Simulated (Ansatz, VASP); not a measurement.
## One calculation of Ta, two programs

The input INCAR:

```
  PREC = Accurate
  ENCUT = 520
  EDIFF = 1E-6
  ISMEAR = 0
  SIGMA = 0.1
  LREAL = False
  LASPH = True
  NELM = 100
  ALGO = Normal
  ISIF = 2
  LWAVE = False
  LCHARG = False
  GGA = PS
  NBANDS = 18
```

File KPOINTS:

```
regular mesh
0
Gamma
  6 6 4
```

Contents of POSCAR:

```
Ta
1.0
    1.5148655393     -2.8344479349      0.0000000000
    1.5148655393      2.8344479349      0.0000000000
    0.0000000000      0.0000000000      5.8457033653
Ta
2
Direct
    0.6359844781      0.3640155219      0.2500000000
    0.3640155219      0.6359844781      0.7500000000
```

Input for Ansatz:

```yaml
crystal:
  lattice:
    - [1.5148655393, -2.8344479349, 0.0]
    - [1.5148655393, 2.8344479349, 0.0]
    - [0.0, 0.0, 5.8457033653]
  atoms:
    - { symbol: Ta, position: [0.6359844781, 0.3640155219, 0.25] }
    - { symbol: Ta, position: [0.3640155219, 0.6359844781, 0.75] }
basis:
  ecutwfc: 420
kpoints:
  mp_grid: { grid: [6, 6, 4] }
hamiltonian:
  xc: pbesol
scf:
  occupations: { method: gaussian, width: 0.1 }
output:
  forces: true
  stress: true
  eigenvalues: true
```

Alike in both runs: task single point; functional PBEsol; k mesh 6 × 6 × 4; occupations gaussian, width 0.1 eV; no spin polarisation.

```csv
,VASP,Ansatz
version,VASP 6.6.1,Ansatz 0.2.0
potentials or method,"VASP PAW PBE potentials, release 64 (Ta_pv)","scalar-relativistic, plane waves, PAW"
plane-wave cutoff (eV),520,420
valence electrons in the cell,22,26
```

VASP gave:

- gap on the k mesh at the Fermi level (eV): none
- pressure (GPa): -34.0
- largest component of the traceless stress (GPa): 2.53
- rms of the force components (eV/Å): 0.057

Question: Which values does Ansatz return?

Answer: gap on the k mesh at the Fermi level (eV): none; pressure (GPa): -34.0; largest component of the traceless stress (GPa): 2.56; rms of the force components (eV/Å): 0.056.

Atom by atom the forces differ by 0.000 eV/Å (rms over components). A gap of «none» marks a metal or a gap that the smearing closes. The functional is the same, so the differences come from potentials, cutoffs and numerics. The two sets of potentials don't hold the same shells in valence.

Caveats: the k mesh is coarse (spacing up to 0.39 Å⁻¹), so the values aren't converged; the cell as given lies far from equilibrium; so large a pressure means that the cell lies far from this level's equilibrium, or that cutoff or potentials fall short (VASP); the potentials were made for another functional, which shifts forces and pressure (VASP). Spin-orbit coupling is left out, which matters for the levels of Ta.
